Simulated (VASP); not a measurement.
Write the native input for VASP 6.6.1 that does the following.

```
Task                   : single point
Functional             : PBE
Potentials or basis    : VASP PAW PBE potentials, release 64 (Ta_pv, As)
Cutoff                 : 520 eV
k mesh                 : 6 × 6 × 1
Occupations            : fermi-dirac, width 0.05 eV
Spin                   : no spin polarisation
Hubbard terms          : Ta d U = 4 eV
Dipole correction      : yes
Further INCAR settings : ALGO = Fast; EDIFF = 1e-07; NBANDS = 42
```

The structure of TaAs lies in POSCAR:

```
TaAs
1.0
    3.4436267244      0.0000000000      0.0000000000
    0.0000000000      3.4436267244      0.0000000000
    0.0000000000      0.0000000000     24.7720569659
Ta As
4 4
Direct
    0.5000000000      0.5000000000      0.3027604857
    0.0000000000      0.5000000000      0.4211992077
    0.0000000000      0.0000000000      0.5396379297
    0.5000000000      0.0000000000      0.6580766517
    0.0000000000      0.0000000000      0.3419233483
    0.5000000000      0.0000000000      0.4603620703
    0.5000000000      0.5000000000      0.5788007923
    0.0000000000      0.5000000000      0.6972395143
```

These files were run (other wordings do the same):

INCAR

```
SYSTEM = TaAs
PREC = Accurate ; ENCUT = 520
EDIFF = 1E-7 ; ISMEAR = -1
SIGMA = 0.05 ; LREAL = .False.
LASPH = .True. ; NELM = 100
ALGO = Fast ; ISIF = 2
LWAVE = .False. ; LCHARG = .False.
LMAXMIX = 4 ; LDAU = .True.
LDAUTYPE = 2 ; LDAUL = 2 -1
LDAUU = 4 0 ; LDAUJ = 0 0
LDAUPRINT = 1 ; LDIPOL = .True.
IDIPOL = 3 ; DIPOL = 0.5 0.5 0.500
GGA = PE ; NBANDS = 42
```

KPOINTS

```
Automatic mesh
0
Gamma
  6 6 1
  0 0 0
```

Potentials or basis: VASP PAW PBE potentials, release 64 (Ta_pv, As).

Command:

```console
$ cat potpaw_PBE.64/Ta_pv/POTCAR potpaw_PBE.64/As/POTCAR > POTCAR
$ mpirun -np 1 vasp_std > vasp.out
```

Results of the run:

```
Largest force          : 0.967 eV/Å
Band gap on the k mesh : none (metal or under the smearing width)
```

Caveat: U without spin polarisation on a metal has little footing; the U is typed as a test and isn't derived for this compound.

Run time: 8 min on 1 thread of Intel(R) Xeon(R) Platinum 8559C (Emerald Rapids), on a shared host, peak memory 0.47 GiB.
